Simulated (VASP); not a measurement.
# Os (Fm-3m) in VASP: settings compared

One crystal, Os, is run at these levels: LDA, PBE; tasks: relaxation of cell and atoms.

All numbers are computed with VASP 6.6.1; they aren't measurements. Logs are shortened: lines on timing, memory, paths and dates and some standing lists are left out, and cuts for length are marked.

## (1) The structure

The structure is cubic, space group Fm-3m (No. 225). The conventional cell has a = 3.826 Å, b = 3.826 Å, c = 3.826 Å, α = 90.00°, β = 90.00°, γ = 90.00°. Os (site symmetry m-3m) has 12 Os at 2.71 Å as nearest neighbours.

This isn't the form of Os at room conditions, which is hcp.

## (2) Relaxation of cell and atoms, LDA

The input, INCAR:

```
SYSTEM = Os
PREC = Accurate ; ENCUT = 600
EDIFF = 1E-7 ; ISMEAR = 0
SIGMA = 0.1 ; LREAL = .False.
LASPH = .True. ; NELM = 80
ALGO = Normal ; ISIF = 3
LWAVE = .False. ; LCHARG = .False.
IBRION = 2 ; NSW = 90
EDIFFG = -0.005
```

The input, KPOINTS:

```
regular mesh
0
Gamma
  18 18 18
  0 0 0
```

The input, POSCAR:

```
Os
1.0
    0.0000000000      1.9129311800      1.9129311800
    1.9129311800      0.0000000000      1.9129311800
    1.9129311800      1.9129311800      0.0000000000
Os
1
Direct
    0.0000000000      0.0000000000      0.0000000000
```

Potentials or basis: VASP PAW LDA potentials, release 64 (Os).

The run is started by

```sh
$ cat potpaw_LDA.64/Os/POTCAR > POTCAR
$ mpirun -np 1 vasp_std > vasp.out
```

OUTCAR:

```text
SYSTEM = Os
   PREC = Accurate
   ENCUT = 600
   EDIFF = 1E-7
   ISMEAR = 0
   LREAL = .False.
   LASPH = .True.
   NELM = 80
   ISIF = 3
   IBRION = 2
   NSW = 90
   EDIFFG = -0.005

 ion  position               nearest neighbor table
   1  0.000  0.000  0.000-

  LATTYP: Found a face centered cubic cell.
 ALAT       =     3.8258623600

  Lattice vectors:

 A1 = (   0.0000000000,   1.9129311800,   1.9129311800)
 A2 = (   1.9129311800,   0.0000000000,   1.9129311800)
 A3 = (   1.9129311800,   1.9129311800,   0.0000000000)

Analysis of symmetry for initial positions (statically):
=====================================================================
 Subroutine PRICEL returns:
 Original cell was already a primitive cell.

 Routine SETGRP: Setting up the symmetry group for a
 face centered cubic supercell.

 Subroutine GETGRP returns: Found 48 space group operations
 (whereof 48 operations were pure point group operations)
 out of a pool of 48 trial point group operations.

The static configuration has the point symmetry O_h .

Analysis of symmetry for dynamics (positions and initial velocities):
=====================================================================
 Subroutine PRICEL returns:
 Original cell was already a primitive cell.

 Routine SETGRP: Setting up the symmetry group for a
 face centered cubic supercell.

 Subroutine GETGRP returns: Found 48 space group operations
 (whereof 48 operations were pure point group operations)
 out of a pool of 48 trial point group operations.

The dynamic configuration has the point symmetry O_h .

 Subroutine INISYM returns: Found 48 space group operations
 (whereof 48 operations are pure point group operations),
 and found     1 'primitive' translations

----------------------------------------------------------------------------------------

                                     Primitive cell

  volume of cell :      14.0000

  direct lattice vectors                    reciprocal lattice vectors
     0.000000000  1.912931180  1.912931180    -0.261378980  0.261378980  0.261378980
     1.912931180  0.000000000  1.912931180     0.261378980 -0.261378980  0.261378980
     1.912931180  1.912931180  0.000000000     0.261378980  0.261378980 -0.261378980

  length of vectors
     2.705293219  2.705293219  2.705293219     0.452721673  0.452721673  0.452721673

  position of ions in fractional coordinates (direct lattice)
     0.000000000  0.000000000  0.000000000

  ion indices of the primitive-cell ions
   primitive index   ion index
                 1           1

----------------------------------------------------------------------------------------

 KPOINTS: regular mesh

Automatic generation of k-mesh.
 Grid dimensions read from file:
 generate k-points for:   18   18   18

 Generating k-lattice:

  Cartesian coordinates                     Fractional coordinates (reciprocal lattice)
    -0.014521054  0.014521054  0.014521054     0.055555556  0.000000000  0.000000000
     0.014521054 -0.014521054  0.014521054     0.000000000  0.055555556  0.000000000
     0.014521054  0.014521054 -0.014521054     0.000000000  0.000000000  0.055555556

  Length of vectors
     0.025151204  0.025151204  0.025151204

  Shift w.r.t. Gamma in fractional coordinates (k-lattice)
     0.000000000  0.000000000  0.000000000

 Subroutine IBZKPT returns following result:
 ===========================================

 Found    195 irreducible k-points:

 Following reciprocal coordinates:
            Coordinates               Weight
  0.000000  0.000000  0.000000      1.000000
  0.055556  0.000000  0.000000      8.000000
  0.111111  0.000000  0.000000      8.000000
  0.166667  0.000000  0.000000      8.000000
  0.222222  0.000000  0.000000      8.000000
  0.277778  0.000000  0.000000      8.000000
[... 16 lines left out ...]
 -0.277778  0.055556  0.000000     24.000000
 -0.222222  0.055556  0.000000     24.000000
 [... further k-points ...]
   k-points           NKPTS =    195   k-points in BZ     NKDIM =    195   number of bands    NBANDS=      8
   number of dos      NEDOS =    301   number of ions     NIONS =      1
   total plane-waves  NPLWV =  13824
   dimension x,y,z NGX =    24 NGY =   24 NGZ =   24
   dimension x,y,z NGXF=    48 NGYF=   48 NGZF=   48
   ions per type =               1
   NGX,Y,Z   is equivalent  to a cutoff of  14.75, 14.75, 14.75 a.u.
   NGXF,Y,Z  is equivalent  to a cutoff of  29.50, 29.50, 29.50 a.u.
 SYSTEM =  Os
   PREC   = accura    normal or accurate (medium, high low for compatibility)
   ISTART =      0    job   : 0-new  1-cont  2-samecut
   ICHARG =      2    charge: 1-file 2-atom 10-const
   ISPIN  =      1    spin polarized calculation?
   LNONCOLLINEAR =      F non collinear calculations
   LSORBIT =      F    spin-orbit coupling
   LASPH  =      T    aspherical Exc in radial PAW
   ENCUT  =  600.0 eV  44.10 Ry    6.64 a.u.   5.40  5.40  5.40*2*pi/ulx,y,z
   NELM   =     80;   NELMIN=  2; NELMDL= -5     # of ELM steps
   EDIFF  = 0.1E-06   stopping-criterion for ELM
   LREAL  =      F    real-space projection
   EDIFFG = -.5E-02   stopping-criterion for IOM
   NSW    =     90    number of steps for IOM
   IBRION =      2    ionic relax: 0-MD 1-quasi-New 2-CG
   NFREE  =      1    steps in history (QN), initial steepest desc. (CG)
   ISIF   =      3    stress and relaxation
   ISYM   =      2    0-nonsym 1-usesym 2-fastsym
   POTIM  = 0.5000    time-step for ionic-motion
   TEBEG  =    0.0;   TEEND  =   0.0 temperature during run
   PSTRESS=    0.0 pullay stress
   NELECT =       8.0000    total number of electrons
   NUPDOWN=      -1.0000    fix difference up-down
   EMIN   =  10.00;   EMAX   =-10.00  energy-range for DOS
   EFERMI =   0.00;   METHOD = LEGACY
   ISMEAR =     0;   SIGMA  =   0.10  broadening in eV -4-tet -1-fermi 0-gaus
   EFERMI_NEDOS =   21; number of points for ismear=-14 and -15
   IALGO  =     38    algorithm
   IMIX   =      4    mixing-type and parameters
     AMIX     =   0.40;   BMIX     =  1.00
     AMIX_MAG =   1.60;   BMIX_MAG =  1.00
  volume/ion in A,a.u.               =      14.00        94.48
  Fermi-wavevector in a.u.,A,eV,Ry     =   1.358508  2.567208 25.110144  1.845544
  Thomas-Fermi vector in A             =   2.485335
   LORBIT       =      0    0 simple, 1 ext, 2 COOP (PROOUT), +10 PAW based schemes
   GGA     = CA    functional components
   LHFCALC =     F    Hartree Fock is set to
   AEXX    =    0.0000 exact exchange contribution
   IVDW    =     0    specifies the selected vdW correction
   LEPSILON=     F    determine dielectric tensor
   LRPA    =     F    only Hartree local field effects (RPA)
 conjugate gradient relaxation of ions
 non-spin polarized calculation
 Gauss-broadening in eV      SIGMA  =   0.10
  energy-cutoff  :      600.00
  volume of cell :       14.00
 maximum number of plane-waves:       489
 NGX is ok and might be reduce to    24
   NGX = 11   NGY = 11   NGZ = 11

--------------------------------------- Ionic step        1  -------------------------------------------

 number of electron       8.0000000 magnetization

 Free energy of the ion-electron system (eV)
  ---------------------------------------------------
  ext. energy  EPLUGINS =         0.00000000
  ---------------------------------------------------
  free energy    TOTEN  =       -12.51245952 eV

  energy without entropy =      -12.50824348  energy(sigma->0) =      -12.51035150

------------------------ aborting loop because EDIFF is reached ----------------------------------------

  FORCE on cell =-STRESS in cart. coord.  units (eV):
  Direction    XX          YY          ZZ          XY          YZ          ZX
  --------------------------------------------------------------------------------------
  -------------------------------------------------------------------------------------
  Total       -0.5902334     -0.5902334     -0.5902334     -0.0000000     -0.0000000      0.0000000
  in kB      -67.5470428    -67.5470428    -67.5470428     -0.0000000     -0.0000000      0.0000000
  external PRESSURE =     -67.5470428 kB  Pullay stress =       0.0000000 kB
[... 20 lines left out ...]
  energy  without entropy=      -12.5082434825  energy(sigma->0) =      -12.51035150

--------------------------------------- Ionic step        2  -------------------------------------------

 number of electron       8.0000000 magnetization

 E-fermi :  10.6006     XC(G=0): -14.6662

 val. band max:       10.5994635058   @ k =   0.2778   0.0556   0.0000
 cond. band min:      10.6343930102   @ k =  -0.4444   0.3333   0.0556
 fundamental gap:      0.0349295044
 Fermi energy:        10.6005918454

 k-point     1 :       0.0000    0.0000    0.0000
  band No.  band energies     occupation
      1      -0.8841      2.00000
      2       7.2139      2.00000
      3       7.2139      2.00000
      4       7.2139      2.00000
      5      10.7095      0.12348
      6      10.7095      0.12348
      7      24.8777      0.00000
      8      31.1817      0.00000
[... 320 lines left out ...]
  energy  without entropy=      -12.5129887141  energy(sigma->0) =      -12.51505467

--------------------------------------- Ionic step        4  -------------------------------------------

 number of electron       8.0000000 magnetization

 Free energy of the ion-electron system (eV)
  ---------------------------------------------------
  ext. energy  EPLUGINS =         0.00000000
  ---------------------------------------------------
  free energy    TOTEN  =       -12.51712608 eV

  energy without entropy =      -12.51299698  energy(sigma->0) =      -12.51506153

 E-fermi :   9.4597     XC(G=0): -14.2625

 val. band max:        9.4479703556   @ k =  -0.4444   0.4444   0.0556
 cond. band min:       9.4672241996   @ k =  -0.2778   0.2222   0.0000
 fundamental gap:      0.0192538440
 Fermi energy:         9.4596666234

 k-point     1 :       0.0000    0.0000    0.0000
  band No.  band energies     occupation
      1      -1.3837      2.00000
      2       6.4138      2.00000
      3       6.4138      2.00000
      4       6.4138      2.00000
      5       9.5444      0.23061
      6       9.5444      0.23061
      7      23.8189      0.00000
      8      29.6781      0.00000
[... 281 lines left out ...]
  FREE ENERGIE OF THE ION-ELECTRON SYSTEM (eV)
  ---------------------------------------------------
  free  energy   TOTEN  =       -12.5171260793 eV

  energy  without entropy=      -12.5129969824  energy(sigma->0) =      -12.51506153

 reached required accuracy - stopping structural energy minimisation
```

Run time: 35 s. Hardware: 1 thread of Intel Xeon Platinum 8488C (Sapphire Rapids), shared host; peak memory 0.17 GiB.

What came out:

* Free energy: -12.5171 eV
* Relaxed volume: 13.78 Å³/atom
* Relaxed cell: a = 2.691 Å, b = 2.691 Å, c = 2.691 Å, α = 60.00°, β = 60.00°, γ = 60.00°
* Space group after relaxing (to 0.05 Å): Fm-3m (No. 225)
* Energy gained by relaxing: 4.7 meV/atom
* Ionic steps: 4
* Pressure after relaxing: 0.0 GPa
* Band gap on the k mesh: none (metal or under the smearing width)

Step by step:
```
step  energy change (eV)  largest force (eV/Å)  pressure (GPa)  volume (Å³)
   1              0.0000                0.0000           -6.75        14.00
   2              0.0988                0.0000           37.58        12.84
   3             -0.0047                0.0000           -0.24        13.79
   4             -0.0047                0.0000           -0.03        13.78
```

Final structure:
```
Os
1.0
     0.00000    1.90299    1.90299
     1.90299    0.00000    1.90299
     1.90299    1.90299    0.00000
Os
1
Direct
  0.00000 0.00000 0.00000
```

Levels at points of the mesh, in eV from the Fermi level:
```tsv
k point	band 1	band 2	band 3	band 4	band 5	band 6	band 7	band 8
(0.00, 0.00, 0.00)	-10.84	-3.05	-3.05	-3.05	0.08	0.08	14.36	20.22
(0.50, 0.00, 0.00)	-7.77	-3.20	-3.20	-0.07	2.56	2.56	9.27	13.90
(0.50, 0.50, 0.00)	-7.69	-6.99	2.53	2.55	3.27	3.27	12.48	12.48
```

Spin-orbit coupling is left out, which matters for the levels of Os.

## (3) Relaxation of cell and atoms, PBE

Changes to INCAR since step 2:

```diff
@@ -7,3 +7,3 @@
 LWAVE = .False. ; LCHARG = .False.
-IBRION = 2 ; NSW = 90
-EDIFFG = -0.005
+GGA = PE ; IBRION = 2
+NSW = 90 ; EDIFFG = -0.005
```

KPOINTS is that of step 2.

POSCAR is that of step 2.

Potentials or basis: VASP PAW PBE potentials, release 64 (Os).

The run is started by

```sh
$ cat potpaw_PBE.64/Os/POTCAR > POTCAR
$ mpirun -np 1 vasp_std > vasp.out
```

Run time: 41 s. Hardware: 1 thread of Intel Xeon Platinum 8488C (Sapphire Rapids), shared host; peak memory 0.17 GiB.

The run converged. Its results:

* Free energy: -11.1160 eV
* Relaxed volume: 14.33 Å³/atom
* Relaxed cell: a = 2.727 Å, b = 2.727 Å, c = 2.727 Å, α = 60.00°, β = 60.00°, γ = 60.00°
* Space group after relaxing (to 0.05 Å): Fm-3m (No. 225)
* Energy gained by relaxing: 9.9 meV/atom
* Ionic steps: 4
* Pressure after relaxing: 0.0 GPa
* Band gap on the k mesh: none (metal or under the smearing width)

The path:
| step | energy change (eV) | largest force (eV/Å) | pressure (GPa) | volume (Å³) |
| --- | --- | --- | --- | --- |
| 1 | 0.0000 | 0.0000 | 9.88 | 14.00 |
| 2 | 0.1489 | 0.0000 | -30.87 | 15.82 |
| 3 | -0.0099 | 0.0000 | -0.43 | 14.35 |
| 4 | -0.0099 | 0.0000 | -0.02 | 14.33 |

Final structure:
```xyz
1
Lattice="0.0000 1.9279 1.9279 1.9279 0.0000 1.9279 1.9279 1.9279 0.0000" Properties=species:S:1:pos:R:3 pbc="T T T"
Os    0.0000    0.0000    0.0000
```

Levels at points of the mesh, in eV from the Fermi level:
| k point | band 2 | band 3 | band 4 | band 5 | band 6 | band 7 |
| --- | --- | --- | --- | --- | --- | --- |
| (0.00, 0.00, 0.00) | -2.86 | -2.86 | -2.86 | 0.08 | 0.08 | 14.30 |
| (0.50, 0.00, 0.00) | -3.01 | -3.01 | -0.18 | 2.41 | 2.41 | 8.75 |
| (0.50, 0.50, 0.00) | -6.62 | 2.34 | 2.37 | 3.07 | 3.07 | 11.95 |

Spin-orbit coupling is left out, which matters for the levels of Os.
